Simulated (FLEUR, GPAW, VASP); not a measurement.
# Re: 3 runs at one level of theory

```
Re
1.0
     2.76785    0.00000    0.00000
    -1.38392    2.39703    0.00000
     0.00000    0.00000   23.92953
Re
5
Direct
  0.66667 0.33333 0.31342
  0.00000 0.00000 0.40665
  0.66667 0.33333 0.50000
  0.33333 0.66667 0.59335
  0.66667 0.33333 0.68658
```

Alike in all runs: task single point; functional PBE; k mesh 11 × 11 × 1; occupations fermi-dirac, width 0.05 eV; no spin polarisation; no spin-orbit coupling.

```csv
program and potentials,plane-wave cutoff (eV),notes,largest force (eV/Å)
"GPAW, GPAW PAW data sets (gpaw-data 1.2.1)",450,13 valence electrons an atom on average,?
"FLEUR, all-electron, FLAPW",-,-,1.253
"VASP, PBE PAW files Re, 520 eV",520,7 valence electrons an atom on average,1.287
```

Task: Estimate from the other rows what the run with GPAW, GPAW PAW data sets (gpaw-data 1.2.1) gave.

Result: Largest force 1.255 eV/Å. The other rows, which needn't bracket it: largest force 1.253 to 1.287.
